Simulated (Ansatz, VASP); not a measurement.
# WC (Qusongite) in VASP and in Ansatz

```
W C
1.0
     2.90650    0.00000    0.00000
    -1.45325    2.51710    0.00000
     0.00000    0.00000    2.83660
W C
1 1
Cartesian
  0.0000 0.0000 0.0000
  1.4533 0.8390 1.4183
```

Alike in both runs: task single point; functional PBE; k mesh 10 × 10 × 9; occupations gaussian, width 0.018 eV; no spin polarisation.

|  | VASP | Ansatz |
| --- | --- | --- |
| version | VASP 6.6.1 | Ansatz 0.2.0 |
| potentials or method | VASP PAW PBE potentials, release 64 (W_sv, C) | Ansatz PAW |
| plane-wave cutoff (eV) | 520 | 420 |
| valence electrons in the cell | 18 | 18 |

VASP gave:

| Quantity | Value |
| --- | --- |
| gap on the k mesh at the Fermi level (eV) | none |
| pressure (GPa) | 6.7 |
| largest component of the traceless stress (GPa) | 0.45 |

Which values does Ansatz return?

gap on the k mesh at the Fermi level (eV): none; pressure (GPa): 5.6; largest component of the traceless stress (GPa): 0.62.

A gap of «none» marks a metal or a gap that the smearing closes.

Caveats: the pressure holds a Pulay correction of +0.3 GPa for the finite cutoff (Ansatz). The runs have no spin-orbit coupling, so splittings on W are missing.
